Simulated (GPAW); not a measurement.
# Sr (P-62m) in GPAW: convergence with k mesh

Aim: find how far k mesh must go before the results for Sr settle, at LDA. This setting moves, with any that are tied to it; all else stays.

All numbers are computed with GPAW 26.7.0; they aren't measurements. Logs are shortened: lines on timing, memory, paths and dates and some standing lists are left out, and cuts for length are marked. The log counts tension as positive stress, the text compression.

**1. The structure**

The structure is hexagonal, space group P-62m (No. 189). Conventional cell: a = 7.066 Å, b = 7.066 Å, c = 3.817 Å, α = 90.00°, β = 90.00°, γ = 120.00°. Around Sr (site symmetry m2m) lie 8 Sr at 3.82 to 4.09 Å.

This isn't the form of Sr at room conditions, which is fcc.

**2. With k mesh 1 × 1 × 2**

Input file run.py:

```python
from ase import Atoms
from ase.dft.bandgap import bandgap
from ase.io import write
from ase.units import GPa
from gpaw import GPAW, PW

atoms = Atoms(['Sr', 'Sr', 'Sr'],
              cell=[[7.0659524677, 0.0, 0.0],
                    [-3.5329762338, 6.1192943389, 0.0],
                    [0.0, 0.0, 3.816632605]],
              scaled_positions=[[0.66578329, 0.0, 0.0],
                                [0.33421671, 0.33421671, 0.0],
                                [0.0, 0.66578329, 0.0]],
              pbc=True)

calc = GPAW(mode=PW(600),
            xc='LDA',
            kpts={'size': (1, 1, 2), 'gamma': True},
            occupations={'name': 'fermi-dirac', 'width': 0.05},
            nbands=26,
            convergence={'density': 1e-05, 'energy': 1e-05},
            maxiter=100,
            txt='gpaw.txt')
atoms.calc = calc
energy = atoms.get_potential_energy()
forces = atoms.get_forces()
stress = atoms.get_stress()
calc.write('gs.gpw')
write('result.traj', atoms)
print(f'Energy: {energy:.6f} eV')
print('Forces (eV/A):')
print(forces.round(4))
print('Stress (GPa):', (stress / GPa).round(3))
print('Fermi level:', round(calc.get_fermi_level(), 4), 'eV')
print(f'Gap: {bandgap(calc)[0]:.4f} eV, direct: {bandgap(calc, direct=True)[0]:.4f} eV')
```

Potentials or basis: the program's PAW data sets (release 1.2.1) made for this functional, pw.

Launch:

```sh
OMP_NUM_THREADS=1 python run.py
```

gpaw.txt:

```text
__  _  _
 | _ |_)|_||  |
 |__||  | ||/\| - 26.7.0

Input parameters:
  mode=PW(ecut=600.0),
  convergence={'density': 1e-05, 'energy': 1e-05},
  kpts=MonkhorstPack(size=(1, 1, 2), gamma=True),
  maxiter=100,
  nbands=26,
  occupations=Occupations(name='fermi-dirac', width=0.05),
  xc=XC(name='LDA')

Diagonalizing LCAO Hamiltonian
Converting LCAO to pw mode

          Sr
                 Sr
                        Sr

Atoms  # Å, Bohr magnetons
|   | symbol |         x |        y |        z |    initial magnetic moments |
|---|--------|-----------|----------|----------|-----------------------------|
| 0 |     Sr |  4.704393 | 0.000000 | 0.000000 | ( 0.0000,  0.0000,  0.0000) |
| 1 |     Sr |  1.180780 | 2.045170 | 0.000000 | ( 0.0000,  0.0000,  0.0000) |
| 2 |     Sr | -2.352197 | 4.074124 | 0.000000 | ( 0.0000,  0.0000,  0.0000) |

Unit cell  # Å
| periodic |         x |        y |        z |  lengths |     angles |
|----------|-----------|----------|----------|----------|------------|
|      yes |  7.065952 | 0.000000 | 0.000000 | 7.065952 |  90.000000 |
|      yes | -3.532976 | 6.119294 | 0.000000 | 7.065952 |  90.000000 |
|      yes |  0.000000 | 0.000000 | 3.816633 | 3.816633 | 120.000000 |

Number of symmetries: 12
Symmetry operations  # r_c * U_cc + t_c -> r_c
|    | kind |            matrix            |
|----|------|------------------------------|
|  0 |  E   |  1, 0, 0,  0, 1, 0,  0, 0, 1 |
|  1 |  σ   |  1, 0, 0,  0, 1, 0,  0, 0,-1 |
|  2 |  σ   |  1, 0, 0, -1,-1, 0,  0, 0, 1 |
|  3 |  C2  |  1, 0, 0, -1,-1, 0,  0, 0,-1 |
|  4 |  σ   |  0, 1, 0,  1, 0, 0,  0, 0, 1 |
|  5 |  C2  |  0, 1, 0,  1, 0, 0,  0, 0,-1 |
|  6 |  C3  |  0, 1, 0, -1,-1, 0,  0, 0, 1 |
|  7 |  S3  |  0, 1, 0, -1,-1, 0,  0, 0,-1 |
|  8 |  C3  | -1,-1, 0,  1, 0, 0,  0, 0, 1 |
|  9 |  S3  | -1,-1, 0,  1, 0, 0,  0, 0,-1 |
| 10 |  σ   | -1,-1, 0,  0, 1, 0,  0, 0, 1 |
| 11 |  C2  | -1,-1, 0,  0, 1, 0,  0, 0,-1 |

BZ-sampling:
  Number of BZ points: 2
  Number of IBZ points: 2

  Monkhorst-Pack size: [1, 1, 2]
  Monkhorst-Pack shift: [0.0, 0.0, 0.25]

K-points  # in reciprocal-cell coordinates
|   |                                coordinates |     weight |
|---|--------------------------------------------|------------|
| 0 | (  0.00000000,   0.00000000,   0.00000000) | 0.50000000 |
| 1 | (  0.00000000,   0.00000000,   0.50000000) | 0.50000000 |

Plane wave coefficients: 5548
Cutoff: 600.0 eV

Spin-components: 1 (collinear spins)
Bands:           26
Projectors:      15
Spin-degeneracy: 2
Datatype:        complex128

Parallelization:
  kpt:    1
  domain: 1
  band:   1

Density:
  Valence electrons: 30.0
  Components: 1
  Grid points: [40 40 24]
  Charge: 0.0  # |e|

Potential:
  Grid points: [40 40 24]

species:
  Sr:
    name:    Strontium
    Z:       38.0
    valence: 10
    core:    28
    charge:  0.0  # [|e|]
    compensation charges:
      type: gauss
      rc: 0.40  # [Å]
      lmax: 2
    cutoffs:
      filter: 2.39  # [Å]
      core: 1.85  # [Å]
    projectors
    | kind |    occ | energy [eV] | rcut [Å] |
    |------|--------|-------------|----------|
    |   4s |  2.000 |     -40.901 |    1.291 |
    |   5s |  2.000 |      -3.641 |    1.291 |
    |   4p |  6.000 |     -22.864 |    1.291 |
    |    p |        |       4.348 |    1.291 |
    |    d |        |       0.000 |    1.254 |

    Using partial waves for Sr as LCAO basis

Reference energy: -259190.205191  # eV

eigensolver:
  PPCG
  Converge bands: occupied
  niter=2

density mixing:
  MSR1-Mixer
  Pratt-step length: 0.05
  Maximum mixing coefficient: 0.75
  Old densities: 10
  SVD Regularization: 0.005
  Good broyden scale: 1.0
  Trust region scale: 1.0
  Backstep threshold: 4.0
  History deletion threshold: 6.0
  Fourier metric: weight=20.0, sigma=0.015

occupation numbers:
  Fermi-Dirac:
    width: 0.0500  # eV

poisson solver:
  ecut: 4800.0  # eV

xc functional:
  name: None

convergence criteria:
- Maximum integral of absolute [dens]ity change: 1e-05 electrons / valence electron
- Maximum [total energy] change in last 3 cyles: 1e-05 eV / valence electron
- Maximum integral of absolute [eigenst]ate change: 4e-08 eV^2 / valence electron
maximum number of iterations: 100

SCF iterations
|iter     | |      energy | eigst |  dens |
|---------|-|-------------|-------|-------|
|iter:   1| |   -1.303428 | +0.03 |       |
|iter:   2| |   -3.102169 | -0.80 | -1.18 |
|iter:   3| |   -3.124844 | -2.20 | -1.46 |
|iter:   4| |   -3.063443 | -2.90 | -1.46 |
|iter:   5| |   -3.050020 | -2.99 | -1.70 |
|iter:   6| |   -3.052580 | -3.96 | -1.79 |
|iter:   7| |   -3.056086 | -4.17 | -1.92 |
|iter:   8| |   -3.055689 | -5.00 | -2.29 |
|iter:   9| |   -3.055948 | -5.74 | -2.68 |
|iter:  10| |   -3.055796c| -6.47 | -2.86 |
|iter:  11| |   -3.055766c| -7.77c| -3.16 |
|iter:  12| |   -3.055669c| -7.16 | -3.26 |
|iter:  13| |   -3.055667c| -7.68c| -4.33 |
|iter:  14| |   -3.055667c| -8.34c| -4.77 |
|iter:  15| |   -3.055667c| -9.18c| -5.83c|

Converged in 15 steps
Energy contributions relative to reference atoms: (reference = -259190.205191)

Energy contributions:
  Kinetic:          -0.269256
  Coulomb:           8.019639
  Zero:             -0.407710
  External:          0.000000
  Xc:              -10.294230
  Entropy:          -0.208218
  Spinorbit:         0.000000
  ----------------------------
  Free energy:      -3.159777
  Extrapolated:     -3.055667

dipole moment: (-13.842811, -23.976452, -44.862679)  # |e|*Ang

Fermi level: 3.419
Eigenvalues  # (at kpt = [0.000, 0.000, 0.000])
| band index |      eig [eV] | occ [0-2] |
|------------|---------------|-----------|
|          0 |       -33.178 |     2.000 |
|        ... |               |           |
|          9 |       -15.068 |     2.000 |
|         10 |       -15.039 |     2.000 |
|         11 |       -15.039 |     2.000 |
|         12 |        -0.299 |     2.000 |
|         13 |         3.411 |     1.079 |
|         14 |         3.411 |     1.076 |
[... 9 lines left out ...]
|         24 |         7.092 |     0.000 |
|         25 |         7.543 |     0.000 |

No gap
No difference between direct/indirect transitions

Forces  # eV/Ang
|        x |        y |       z |
|----------|----------|---------|
|  0.00558 | -0.00000 | 0.00000 |  # Sr   0
| -0.00279 | -0.00483 | 0.00000 |  # Sr   1
| -0.00279 |  0.00483 | 0.00000 |  # Sr   2

Stress tensor  # eV/Ang^3
|         x |         y |         z |
|-----------|-----------|-----------|
| -0.003624 |  0.000000 |  0.000000 |
|  0.000000 | -0.003624 |  0.000000 |
|  0.000000 |  0.000000 | -0.014503 |

# Writing to gs.gpw (mode='')
```

Run time: 10 s. Hardware: 1 thread of Arm Neoverse V1, shared host; peak memory 0.18 GiB.

Results:

```yaml
Free_energy: -3.1598 eV
Pressure: 1.2 GPa
Largest_force: 0.006 eV/Å
Band_gap_on_the_k_mesh: none (metal or under the smearing width)
```

**3. With k mesh 2 × 2 × 2**

run.py, as its differences from that of step 2:

```diff
@@ -17,3 +17,3 @@
             xc='LDA',
-            kpts={'size': (1, 1, 2), 'gamma': True},
+            kpts={'size': (2, 2, 2), 'gamma': True},
             occupations={'name': 'fermi-dirac', 'width': 0.05},
```

Potentials or basis: the program's PAW data sets (release 1.2.1) made for this functional, pw.

Launch:

```sh
OMP_NUM_THREADS=1 python run.py
```

Wall time 18 s (1 thread of Arm Neoverse V1, shared host); peak memory 0.18 GiB.

Results:

| Quantity | Value |
| --- | --- |
| Free energy | -4.5562 eV |
| Pressure | -1.9 GPa |
| Largest force | 0.008 eV/Å |
| Band gap on the k mesh | none (metal or under the smearing width) |

**4. With k mesh 2 × 2 × 3**

run.py, as its differences from that of step 3:

```diff
@@ -17,3 +17,3 @@
             xc='LDA',
-            kpts={'size': (2, 2, 2), 'gamma': True},
+            kpts={'size': (2, 2, 3), 'gamma': True},
             occupations={'name': 'fermi-dirac', 'width': 0.05},
```

Launch:

```sh
OMP_NUM_THREADS=1 python run.py
```

Wall time 17 s (1 thread of Arm Neoverse V1, shared host); peak memory 0.18 GiB.

What came out:

| Item | Value |
| --- | --- |
| Free energy | -5.0764 eV |
| Pressure | -1.3 GPa |
| Largest force | 0.013 eV/Å |
| Band gap on the k mesh | none (metal or under the smearing width) |

**5. With k mesh 3 × 3 × 4**

run.py, as its differences from that of step 4:

```diff
@@ -17,3 +17,3 @@
             xc='LDA',
-            kpts={'size': (2, 2, 3), 'gamma': True},
+            kpts={'size': (3, 3, 4), 'gamma': True},
             occupations={'name': 'fermi-dirac', 'width': 0.05},
```

Launch:

```sh
OMP_NUM_THREADS=1 python run.py
```

It took 34 s on 1 thread of Arm Neoverse V1, shared host; peak memory 0.2 GiB.

It converged, with:

| Item | Value |
| --- | --- |
| Free energy | -5.0922 eV |
| Pressure | -1.3 GPa |
| Largest force | 0.013 eV/Å |
| Band gap on the k mesh | none (metal or under the smearing width) |

**6. With k mesh 3 × 3 × 5**

run.py, as its differences from that of step 5:

```diff
@@ -17,3 +17,3 @@
             xc='LDA',
-            kpts={'size': (3, 3, 4), 'gamma': True},
+            kpts={'size': (3, 3, 5), 'gamma': True},
             occupations={'name': 'fermi-dirac', 'width': 0.05},
```

Potentials or basis: the program's PAW data sets (release 1.2.1) made for this functional, pw.

Launch:

```sh
OMP_NUM_THREADS=1 python run.py
```

Wall time 29 s (1 thread of Arm Neoverse V1, shared host); peak memory 0.2 GiB.

Results (log left out):

* Free energy: -5.1638 eV
* Pressure: -1.2 GPa
* Largest force: 0.014 eV/Å
* Band gap on the k mesh: none (metal or under the smearing width)

**7. With k mesh 4 × 4 × 5**

run.py, as its differences from that of step 6:

```diff
@@ -17,3 +17,3 @@
             xc='LDA',
-            kpts={'size': (3, 3, 5), 'gamma': True},
+            kpts={'size': (4, 4, 5), 'gamma': True},
             occupations={'name': 'fermi-dirac', 'width': 0.05},
```

Launch:

```sh
OMP_NUM_THREADS=1 python run.py
```

Wall time 33 s (1 thread of Arm Neoverse V1, shared host); peak memory 0.21 GiB.

It converged, with:

```yaml
Free_energy: -5.1745 eV
Pressure: -1.2 GPa
Largest_force: 0.014 eV/Å
Band_gap_on_the_k_mesh: none (metal or under the smearing width)
```

**8. With k mesh 4 × 4 × 6**

run.py, as its differences from that of step 7:

```diff
@@ -17,3 +17,3 @@
             xc='LDA',
-            kpts={'size': (4, 4, 5), 'gamma': True},
+            kpts={'size': (4, 4, 6), 'gamma': True},
             occupations={'name': 'fermi-dirac', 'width': 0.05},
```

Launch:

```sh
OMP_NUM_THREADS=1 python run.py
```

Run time: 44 s. Hardware: 1 thread of Arm Neoverse V1, shared host; peak memory 0.22 GiB.

Results (log left out):

```
Free energy            : -5.1608 eV
Pressure               : -1.2 GPa
Largest force          : 0.012 eV/Å
Band gap on the k mesh : none (metal or under the smearing width)
```

**9. With k mesh 5 × 5 × 8**

run.py, as its differences from that of step 8:

```diff
@@ -17,3 +17,3 @@
             xc='LDA',
-            kpts={'size': (4, 4, 6), 'gamma': True},
+            kpts={'size': (5, 5, 8), 'gamma': True},
             occupations={'name': 'fermi-dirac', 'width': 0.05},
```

Potentials or basis: the program's PAW data sets (release 1.2.1) made for this functional, pw.

Launch:

```sh
OMP_NUM_THREADS=1 python run.py
```

Wall time 70 s (1 thread of Arm Neoverse V1, shared host); peak memory 0.25 GiB.

It converged, with:

- Free energy: -5.1694 eV
- Pressure: -1.2 GPa
- Largest force: 0.012 eV/Å
- Band gap on the k mesh: none (metal or under the smearing width)

**10. With k mesh 6 × 6 × 9**

run.py, as its differences from that of step 9:

```diff
@@ -17,3 +17,3 @@
             xc='LDA',
-            kpts={'size': (5, 5, 8), 'gamma': True},
+            kpts={'size': (6, 6, 9), 'gamma': True},
             occupations={'name': 'fermi-dirac', 'width': 0.05},
```

Launch:

```sh
OMP_NUM_THREADS=1 python run.py
```

Wall time 1.7 min (1 thread of Arm Neoverse V1, shared host); peak memory 0.28 GiB.

Results (log left out):

| Property | Result |
| --- | --- |
| Free energy | -5.1553 eV |
| Pressure | -1.1 GPa |
| Largest force | 0.012 eV/Å |
| Band gap on the k mesh | none (metal or under the smearing width) |

**11. The series at a glance**

| k mesh | energy less the tightest run, at zero smearing (meV/atom) | pressure (GPa) | largest force (eV/Å) | SCF cycles | CPU time (s) | peak memory (GiB) |
| --- | --- | --- | --- | --- | --- | --- |
| 1 × 1 × 2 | 693.23 | 1.16 | 0.006 | 15 | 10 | 0.18 |
| 2 × 2 × 2 | 205.98 | -1.86 | 0.008 | 16 | 18 | 0.18 |
| 2 × 2 × 3 | 31.33 | -1.27 | 0.013 | 15 | 17 | 0.18 |
| 3 × 3 × 4 | 21.46 | -1.32 | 0.013 | 15 | 34 | 0.2 |
| 3 × 3 × 5 | -3.58 | -1.25 | 0.014 | 13 | 29 | 0.2 |
| 4 × 4 × 5 | -7.98 | -1.24 | 0.014 | 11 | 33 | 0.21 |
| 4 × 4 × 6 | -2.40 | -1.16 | 0.012 | 11 | 44 | 0.22 |
| 5 × 5 × 8 | -5.71 | -1.17 | 0.012 | 12 | 70 | 0.25 |
| 6 × 6 × 9 | 0.00 | -1.12 | 0.012 | 12 | 100 | 0.28 |

Against the tightest run, the pressure stays within 0.1 GPa from 4 × 4 × 6 on; the largest force stays within 0.005 eV/Å from 2 × 2 × 2 on. Not settled before the last step: the energy (to 1 meV/atom). Meshes of other sizes hit other points, so gaps and Fermi surfaces needn't settle smoothly. The tightest run that finished is the yardstick and may itself not be fully converged.
